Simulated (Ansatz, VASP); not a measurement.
**SiC in VASP and in Ansatz**

File INCAR:

```
  PREC = Accurate
  ENCUT = 520
  EDIFF = 1E-7
  ISMEAR = 0
  SIGMA = 0.05
  LREAL = False
  LASPH = True
  NELM = 100
  ALGO = Normal
  ISIF = 2
  LWAVE = False
  LCHARG = False
  GGA = PE
  NBANDS = 11
```

Contents of KPOINTS:

```
Automatic mesh
0
Gamma
  12 12 12
```

File POSCAR:

```
SiC
1.0
    0.0000000000      2.2578327829      2.2578327829
    2.2578327829      0.0000000000      2.2578327829
    2.2578327829      2.2578327829      0.0000000000
Si C
1 1
Direct
    0.0000000000      0.0000000000      0.0000000000
    0.7500000000      0.7500000000      0.7500000000
```

Input for Ansatz:

```yaml
crystal:
  lattice:
    - [0.0, 2.2578327829, 2.2578327829]
    - [2.2578327829, 0.0, 2.2578327829]
    - [2.2578327829, 2.2578327829, 0.0]
  atoms:
    - { symbol: Si, position: [0.0, 0.0, 0.0] }
    - { symbol: C, position: [0.75, 0.75, 0.75] }
basis:
  ecutwfc: 520.0
kpoints:
  mp_grid: { grid: [12, 12, 12] }
hamiltonian:
  xc: pbe
scf:
  occupations: { method: gaussian, width: 0.05 }
output:
  forces: true
  stress: true
  eigenvalues: true
```

Alike in both runs: task single point; functional PBE; k mesh 12 × 12 × 12; occupations gaussian, width 0.05 eV; no spin polarisation.

|  | VASP | Ansatz |
| --- | --- | --- |
| version | VASP 6.6.1 | Ansatz 0.2.0 |
| potentials or method | VASP PAW PBE potentials, release 64 (Si, C) | scalar-relativistic, plane waves, PAW |
| plane-wave cutoff (eV) | 520 | 520 |
| valence electrons in the cell | 8 | 8 |

VASP gave:

| Quantity | Value |
| --- | --- |
| gap on the k mesh at the Fermi level (eV) | 1.45 |
| least direct gap on the mesh (eV) | 4.42 |
| pressure (GPa) | -16.3 |

Problem. Estimate Ansatz's values.

Solution. gap on the k mesh at the Fermi level (eV): 1.45; least direct gap on the mesh (eV): 4.43; pressure (GPa): -16.3.

Caveats: so large a pressure means that the cell lies far from this level's equilibrium, or that cutoff or potentials fall short (VASP). A k mesh can miss the band edges.
